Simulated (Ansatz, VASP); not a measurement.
# Te2Mo: VASP beside Ansatz

Wanted: the spread between two codes on one cell, functional and k mesh.

Calculated with Ansatz 0.2.0; plane waves, with VASP 6.6.1 beside it; single point at PBE.

### Step 1. The starting structure

It takes space group P6_3/mmc (No. 194, hexagonal). The conventional cell has a = 3.518 Å, b = 3.518 Å, c = 13.974 Å, α = 90.00°, β = 90.00°, γ = 120.00°. Nearest to Te lie 3 Mo at 2.72 Å. Nearest to Mo lie 6 Te at 2.72 Å. Farther neighbours and most contacts between anions are not listed.

### Step 2. VASP: single point, PBE

With cell and atoms fixed, the geometry can't cause a difference; cores, projectors, grids and the points listed under the comparison can.

Lines of VASP's logs that name or quote its potential files are left out, and so is its time.

File INCAR:

```
SYSTEM = Te2Mo
PREC = Accurate
ENCUT = 400
EDIFF = 1E-06
NELM = 100
ISMEAR = -1
SIGMA = 0.05
LREAL = .FALSE.
ALGO = Normal
GGA = PE
NBANDS = 32
LORBIT = 11
LWAVE = .FALSE.
LCHARG = .TRUE.
ISIF = 2
LELF = .TRUE.
LVHAR = .TRUE.
```

File POSCAR:

```
Te2Mo
1.0
    3.5182000000      0.0000000000      0.0000000000
   -1.7591000000      3.0468505756      0.0000000000
    0.0000000000      0.0000000000     13.9736000000
Te Mo
4 2
Direct
    0.6666666667      0.3333333333      0.3790000000
    0.3333333333      0.6666666667      0.8790000000
    0.6666666667      0.3333333333      0.1210000000
    0.3333333333      0.6666666667      0.6210000000
    0.6666666667      0.3333333333      0.7500000000
    0.3333333333      0.6666666667      0.2500000000
```

File KPOINTS:

```
Automatic mesh
0
Gamma
9 9 2
0 0 0
```

PAW data sets: Te and Mo_sv (PBE family, release 64).

On the command line:

```sh
$ mpirun -np 2 vasp_std
```

Numbers of over 12 decimals in the logs are rounded to 6 here.

What it wrote:

```text
[banner, memory and clock lines left out]
running    2 mpi-ranks, on    1 nodes
 distrk:  each k-point on    2 cores,    1 groups
 distr:  one band on    1 cores,    2 groups

 POSCAR found type information on POSCAR TeMo
 POSCAR found :  2 types and       6 ions
 LDA part: xc-table for (Slater+PW92), standard interpolation
 POSCAR, INCAR and KPOINTS ok, starting setup
 FFT: planning ... GRIDC
 FFT: planning ... GRID_SOFT
 FFT: planning ... GRID
 WAVECAR not read
 entering main loop
       N       E                     dE             d eps       ncg     rms          rms(c)
DAV:   1     0.328996260625E+03    0.32900E+03   -0.24374E+04  1896   0.119E+03
DAV:   2    -0.189848149917E+02   -0.34798E+03   -0.33926E+03  1960   0.303E+02
DAV:   3    -0.368006944271E+02   -0.17816E+02   -0.17529E+02  1904   0.583E+01
DAV:   4    -0.372285067897E+02   -0.42781E+00   -0.42620E+00  1904   0.909E+00
DAV:   5    -0.372416515131E+02   -0.13145E-01   -0.13141E-01  1992   0.156E+00    0.217E+01
DAV:   6    -0.364675878029E+02    0.77406E+00   -0.80661E+00  1728   0.143E+01    0.883E+00
DAV:   7    -0.364052511854E+02    0.62337E-01   -0.76051E+00  1672   0.115E+01    0.634E+00
DAV:   8    -0.359815161649E+02    0.42374E+00   -0.15549E+00  1824   0.585E+00    0.294E+00
DAV:   9    -0.359817221823E+02   -0.20602E-03   -0.24538E-01  1992   0.226E+00    0.110E+00
DAV:  10    -0.359756143613E+02    0.61078E-02   -0.42331E-02  1864   0.108E+00    0.286E-01
DAV:  11    -0.359759257065E+02   -0.31135E-03   -0.21511E-03  1968   0.238E-01    0.172E-01
DAV:  12    -0.359758336330E+02    0.92074E-04   -0.22356E-04  1808   0.745E-02    0.111E-01
DAV:  13    -0.359758149580E+02    0.18675E-04   -0.10053E-04  1904   0.527E-02    0.430E-02
DAV:  14    -0.359758168408E+02   -0.18828E-05   -0.58109E-06  1664   0.982E-03    0.361E-02
DAV:  15    -0.359758161853E+02    0.65555E-06   -0.10477E-06  1184   0.485E-03
   1 F= -.35975816E+02 E0= -.35975802E+02  d E =-.274549E-04
```

From OUTCAR (step 2):

```text
ion  position               nearest neighbor table
   1  0.667  0.333  0.379-   6 2.72   6 2.72   6 2.72   3 3.61
   2  0.333  0.667  0.879-   5 2.72   5 2.72   5 2.72   4 3.61
   3  0.667  0.333  0.121-   6 2.72   6 2.72   6 2.72   1 3.61
   4  0.333  0.667  0.621-   5 2.72   5 2.72   5 2.72   2 3.61
   5  0.667  0.333  0.750-   2 2.72   4 2.72   2 2.72   4 2.72   2 2.72   4 2.72
   6  0.333  0.667  0.250-   1 2.72   3 2.72   1 2.72   3 2.72   1 2.72   3 2.72

  LATTYP: Found a hexagonal cell.
 ALAT       =     3.5182000000
 C/A-ratio  =     3.9718037633

 Subroutine GETGRP returns: Found 24 space group operations
 (whereof 12 operations were pure point group operations)

The static configuration has the point symmetry D_3d.
 The point group associated with its full space group is D_6h.

 Found     24 irreducible k-points:

   k-points           NKPTS =     24   k-points in BZ     NKDIM =     24   number of bands    NBANDS=     32

   dimension x,y,z NGX =    24 NGY =   24 NGZ =   96
   dimension x,y,z NGXF=    48 NGYF=   48 NGZF=  192

   ENCUT  =  400.0 eV  29.40 Ry    5.42 a.u.   5.74  5.74 22.79*2*pi/ulx,y,z

   NELECT =      52.0000    total number of electrons

 k-points in reciprocal lattice and weights: Automatic mesh
   0.00000000  0.00000000  0.00000000       0.006
   0.11111111  0.00000000  0.00000000       0.037
   0.22222222 -0.00000000  0.00000000       0.037
   0.33333333  0.00000000  0.00000000       0.037
   0.44444444 -0.00000000  0.00000000       0.037
   0.11111111  0.11111111  0.00000000       0.037
   0.22222222  0.11111111  0.00000000       0.074
   0.33333333  0.11111111  0.00000000       0.074
   0.44444444  0.11111111  0.00000000       0.037
[...]
0.33333333  0.22222222  0.50000000       0.074
   0.33333333  0.33333333  0.50000000       0.012

 average (electrostatic) potential at core
       1 -86.1742       2 -86.1742       3 -86.1742       4 -86.1742       5 -73.4104
       6 -73.4104

 E-fermi :   8.5233

 k-point     1 :       0.0000    0.0000    0.0000
  band No.  band energies     occupation
    ...
     22       7.0981      2.00000
     23       7.1310      2.00000
     24       7.1310      2.00000
     25       7.8384      2.00000
     26       8.1578      1.99866
     27      11.0556      0.00000
     28      11.0556      0.00000
     29      11.1873      0.00000
     30      11.1873      0.00000
     31      11.2849      0.00000
    ...

 k-point     2 :       0.1111    0.0000    0.0000
  band No.  band energies     occupation
    ...
     22       6.9148      2.00000
     23       7.0772      2.00000
     24       7.1413      2.00000
     25       7.9711      1.99997
     26       8.0543      1.99983
     27      10.5473      0.00000
     28      10.5691      0.00000
     29      10.5849      0.00000
     30      10.6847      0.00000
     31      10.8950      0.00000
    ...

 k-point     3 :       0.2222   -0.0000    0.0000
  band No.  band energies     occupation
    ...
     22       6.8130      2.00000
     23       6.8755      2.00000
     24       7.1193      2.00000
     25       7.3887      2.00000
     26       7.5208      2.00000
     27       9.4841      0.00000
     28       9.9989      0.00000
     29      10.0749      0.00000
     30      10.1859      0.00000
     31      10.5118      0.00000
    ...

  Total        2.3132351      2.3132351      3.0337538      0.0000000      0.0000000     -0.0000000
  in kB       24.7428868     24.7428868     32.4497180      0.0000000      0.0000000     -0.0000000
  external PRESSURE =      27.3118305 kB  Pullay stress =       0.0000000 kB

  energy-cutoff  :      400.00
  volume of cell :      149.79
      direct lattice vectors                 reciprocal lattice vectors
     3.518200000  0.000000000  0.000000000     0.284236257  0.164103880  0.000000000
    -1.759100000  3.046850576  0.000000000     0.000000000  0.328207759  0.000000000
     0.000000000  0.000000000 13.973600000     0.000000000  0.000000000  0.071563520

 POSITION                                       TOTAL-FORCE (eV/Angst)
 -----------------------------------------------------------------------------------
      1.75910      1.01562      5.29599        -0.000000     -0.000000      0.194221
     -0.00000      2.03123     12.28279         0.000000     -0.000000      0.194221
      1.75910      1.01562      1.69081        -0.000000     -0.000000     -0.194221
     -0.00000      2.03123      8.67761         0.000000     -0.000000     -0.194221
      1.75910      1.01562     10.48020         0.000000      0.000000      0.000000
     -0.00000      2.03123      3.49340        -0.000000     -0.000000      0.000000
 -----------------------------------------------------------------------------------
    total drift:                               -0.000000      0.000000     -0.000000

  FREE ENERGIE OF THE ION-ELECTRON SYSTEM (eV)
  ---------------------------------------------------
  free  energy   TOTEN  =       -35.9758161853 eV

  energy  without entropy=      -35.9757887304  energy(sigma->0) =      -35.97580246

 total charge
# of ion       s       p       d       tot
------------------------------------------
    1        1.386   1.979   0.064   3.429
    2        1.386   1.979   0.064   3.429
    3        1.386   1.979   0.064   3.429
    4        1.386   1.979   0.064   3.429
    5        2.255   6.148   3.991  12.395
    6        2.255   6.148   3.991  12.395
--------------------------------------------------
tot         10.056  20.210   8.240  38.506

[... 3 further parts left out ...]
```

This run has no spin polarisation, so a moment on Mo, if there is one, isn't seen. At this level the cell is under a pressure of 2.7 GPa, so at these settings it is away from equilibrium.

### Step 3. Ansatz: single point, PBE

Ansatz runs on its default PAW (the set named soft_2) files.

The same cell, functional, mesh and smearing now go to Ansatz, which takes its cutoff from its data sets.

File input.yaml:

```yaml
crystal:
  lattice:
    - [3.5182, 0.0, 0.0]
    - [-1.7591, 3.0468505756, 0.0]
    - [0.0, 0.0, 13.9736]
  atoms:
    - { symbol: Te, position: [0.6666666667, 0.3333333333, 0.379] }
    - { symbol: Te, position: [0.3333333333, 0.6666666667, 0.879] }
    - { symbol: Te, position: [0.6666666667, 0.3333333333, 0.121] }
    - { symbol: Te, position: [0.3333333333, 0.6666666667, 0.621] }
    - { symbol: Mo, position: [0.6666666667, 0.3333333333, 0.75] }
    - { symbol: Mo, position: [0.3333333333, 0.6666666667, 0.25] }
hamiltonian:
  xc: pbe
  pseudopotentials: { kind: paw }
kpoints:
  mp_grid: { grid: [9, 9, 2] }
scf:
  occupations: { method: fermi_dirac, width: 0.05 }
  n_extra_bands: 5
output:
  forces: true
  stress: true
  eigenvalues: true
  write_density: true
  write_potential: true
  elf: true
  volumetric_format: npy
```

On the command line:

```sh
$ ansatz run input.yaml --threads 4 --pin off --max-ram 9216MiB --backend cpu --events-out ev --progress --plain --runs-dir out
```

What it wrote:

```text
scf.n_extra_bands = 5 over 46 filled bands (N_el = 92.0): the run solves 51 bands
Engine: ansatz 0.2.0, aarch64-unknown-linux-gnu
Pseudopotentials: kind: paw
Pseudopotential: Te, paw, valence charge 16, recommended cutoff 420 eV (normal), Te.paw.azcp
Pseudopotential: Mo, paw, valence charge 14, recommended cutoff 420 eV (normal), Mo.paw.azcp
Functional definition: PBE
  parameter kappa = 0.804
  parameter beta = 0.066725
  exchange = pbe_x(kappa = kappa, mu = beta*pi^2/3)
  correlation = pbe_c(beta = beta)
Crystal: 6 atoms, lattice volume = 149.789 Å³
Basis set: ecut = 420 eV, 2909 PW (Γ), exchange–correlation on 48×48×192 points (8 copies of the dense FFT grid, shifted against one another)
Bands: 51, of which v1, the nominal top of the filled ones, is band 46 counted from 1 (45 counted from 0)
Symmetry: 24 space group operations
Space group: P63/mmc (ITA 194), of the structure as read, at distance tolerance 5.3e-5 Å
k-points: 24 of 162
Non-local potential: Te, projectors of the file, l = 0: 2, l = 1: 2, l = 2: 2, l = 3: 2
Non-local potential: Mo, projectors of the file, l = 0: 3, l = 1: 2, l = 2: 2, l = 3: 1
PAW form: soft (Blöchl's): semilocal exchange-correlation on the pseudo side does not see the compensation charge
PAW one-centre angular grid: Te, 590 points (default); XC on 64 Gauss nodes
PAW one-centre angular grid: Mo, 590 points (default); XC on 64 Gauss nodes
Initial density: superposition of atomic densities (neutral atoms: chi_scale 0, normalization atom), corrected by the library's trained network
Initial wavefunctions: pseudopotential atomic-orbital guess
Functional: x = pbe(κ = 0.804, μ = 0.219515), c = pbe(β = 0.066725)
SCF iter   1: F=—  HF=-37833.381823 eV  |F-HF|=—  |Δ(HF+E_count)|=         —  Δρ=4.18e-3  dr2=8.54e-3  ethr=1.77e-3  ⟨swp⟩=6.2  Hψ=4581  notcnv=0
preconditioner: auto → Resta (q_TF=auto, 2.515 Å⁻¹)  ε∞=9.4  [insulator: Δε(μ)=0.789 eV  Ē_g=6.288 eV  σ=0.050 eV  W_gap=1.00  n_scr=52 (ndim 8)  ℏωp=18.2 eV  f_vac=0.021  D(μ)=0.00/eV (n_scr^D=0)  ε∞_Penn≈9.4]
SCF iter   2: F=—  HF=-37833.389979 eV  |F-HF|=—  |Δ(HF+E_count)|=   8.16e-3  Δρ=2.48e-3  dr2=2.88e-3  ethr=9.28e-6  ⟨swp⟩=2.1  Hψ=1961  notcnv=0
SCF iter   3: F=—  HF=-37833.394436 eV  |F-HF|=—  |Δ(HF+E_count)|=   4.46e-3  Δρ=8.78e-4  dr2=2.79e-3  ethr=3.13e-6  ⟨swp⟩=2.0  Hψ=1654  notcnv=0
SCF iter   4: F=—  HF=-37833.394301 eV  |F-HF|=—  |Δ(HF+E_count)|=   1.36e-4  Δρ=1.43e-4  dr2=2.24e-5  ethr=3.04e-6  ⟨swp⟩=2.0  Hψ=1460  notcnv=0
SCF iter   5: F=—  HF=-37833.394395 eV  |F-HF|=—  |Δ(HF+E_count)|=   9.46e-5  Δρ=5.37e-5  dr2=5.24e-6  ethr=2.44e-8  ⟨swp⟩=2.0  Hψ=1651  notcnv=0
SCF iter   6: F=—  HF=-37833.394406 eV  |F-HF|=—  |Δ(HF+E_count)|=   1.04e-5  Δρ=1.61e-5  dr2=4.33e-7  ethr=5.69e-9  ⟨swp⟩=2.0  Hψ=1648  notcnv=0
SCF iter   7: F=-37833.394406 eV  HF=-37833.394406 eV  |F-HF|=2.49e-8  |Δ(HF+E_count)|=   5.22e-7  Δρ=5.20e-6  dr2=4.94e-8  ethr=1.09e-10  ⟨swp⟩=10.7  Hψ=8897  notcnv=0
SCF 1 converged in 7 iterations: F = -37833.394406 eV  dr2 = 4.94e-8
  greatest PAW one-centre occupation: 0.998 electrons in one spin orbital (limit 2), on the Mo atom at site 5 (counted from 0), in its partial waves of l = 0
SCF converged after 7 iterations
Free energy (F): -37833.394406 eV
Harris-Foulkes:  -37833.394406 eV  (|F-HF|=2.49e-8)
Internal energy: -37833.394381 eV  (E = F + TS)
E sigma→0 (E₀):  -37833.394394 eV
Entropy (-TS):   -0.000026 eV (-0.004 meV/atom)
Fermi energy:    12.847022 eV
--- Per-component energies (eV) ---
  E_band       = -1144.055537
  E_kinetic    = 1609.781945
  E_local      = -7394.325990  (includes V_loc(G=0)·N_el)
  E_nonlocal   = -952.598598
  E_hartree    = 4140.464901
  E_xc         = -866.129702
  E_vxc        = -877.433009  (∫ρ·V_xc dr)
  E_paw        = -25053.964721  (= ΣΔE_a)
  E_vpaw       = -1810.417578  (= ΣTr[D̂ρ^β])
  E_aug_tail   = -0.000600  (compensation charges beyond the density's cutoff)
  E_ewald      = -9316.621616
  E_smearing   = -0.000026  (= −TS)
  E_closure    = -0.000000  (closes the sum)
  Σ components = -37833.394406   (vs F -37833.394406, Δ=0.00e0)
--- Forces (eV/Å), atoms counted from 1 ---
  atom   1  Te    -0.00000000    -0.00000000     0.17471873
  atom   2  Te     0.00000000     0.00000000     0.17471873
  atom   3  Te    -0.00000000    -0.00000000    -0.17471873
  atom   4  Te     0.00000000     0.00000000    -0.17471873
  atom   5  Mo     0.00000000    -0.00000000     0.00000000
  atom   6  Mo     0.00000000     0.00000000     0.00000000
  max |Σ_I F_I| component: 2.78e-17 eV/Å
--- Stress (GPa, compression-positive) ---
        2.701806       0.000000       0.000000
        0.000000       2.701806       0.000000
        0.000000       0.000000       3.385086
  P = ⅓ Tr σ = 2.9296 GPa (29.296 kbar)
--- Band table (eV; the first three rows and the last of 24) ---
  k-point 0: bands = [... 42 lower, 11.4638, 11.4638, 12.1535, 12.4780, 15.3792, 15.3792, 15.5121, 15.5121, ... 1 higher]
  k-point 1: bands = [... 42 lower, 11.4462, 11.4462, 12.3965, 12.3965, 15.4169, 15.4169, 15.4169, 15.4169, ... 1 higher]
  k-point 2: bands = [... 42 lower, 11.4067, 11.4702, 12.2915, 12.3664, 14.8753, 14.8908, 14.9105, 15.0075, ... 1 higher]
  k-point 23: bands = [... 42 lower, 10.4831, 10.4831, 12.2662, 12.2662, 13.4574, 13.4574, 14.1039, 14.1039, ... 1 higher]
```

Run time: 3.2 s. Hardware: 4 threads of Arm Neoverse V2, shared host; peak memory 0.56 GiB; 11 s of CPU time.

Reading the cycles: dr2 is the Hartree energy of the density residual (eV), the measure of convergence; HF is the Harris–Foulkes estimate of the energy, which meets the free energy F at convergence.

The run ends at a pressure of 2.93 GPa, with forces up to 0.17 eV/Å.

### Step 4. Side by side

Known differences besides the potentials themselves: the data sets hold 92 valence electrons in Ansatz (default PAW (the set named soft_2) files) and 52 in VASP; the cutoff is 420 eV in Ansatz and 400 eV in VASP; VASP leaves aspherical gradient terms in its spheres out (LASPH is not set), Ansatz keeps them. Total energies have different zeros and are not compared.

The two programs side by side:

```
              quantity  Ansatz   VASP  difference
        pressure (GPa)    2.93   2.73       +0.20
gap on the k mesh (eV)   0.783  0.775      +0.008
```

Forces (eV/Å; atoms numbered as in POSCAR):

```
atom        Ansatz x, y, z          VASP x, y, z
 Te1   0.000, 0.000, 0.175   0.000, 0.000, 0.194
 Te2   0.000, 0.000, 0.175   0.000, 0.000, 0.194
 Te3  0.000, 0.000, -0.175  0.000, 0.000, -0.194
 Te4  0.000, 0.000, -0.175  0.000, 0.000, -0.194
 Mo5   0.000, 0.000, 0.000   0.000, 0.000, 0.000
 Mo6   0.000, 0.000, 0.000   0.000, 0.000, 0.000
```

The forces differ by 9.2 meV/Å r.m.s., which is 10.0 % of the r.m.s. force of 0.09 eV/Å (both taken over all components). A gap on the mesh is an upper bound, since the band edges may lie between its points.

### Step 5. Outcome

| Quantity | Value |
| --- | --- |
| r.m.s. force difference (single point, PBE) | 9.2 meV/Å |

**Reading.** The r.m.s. force difference is 9.2 meV/Å (single point, PBE), within the 12 meV/Å picked in this series as the mark of a large difference. How closely two codes agree says nothing of how well the functional describes the real material.

[Lines on the potential files, build, host, timing and source positions are cut from VASP's logs without a mark.]

[Logs are printed without paths, hosts, clocks, repeated set-up lines and the standing remarks that a program may print on its own settings, such as how far it seeks lower states.]

[Hosts, paths, dates, database ids (printed as entryN), source tags and the programs' standing remarks are cut or masked in the printed files.]
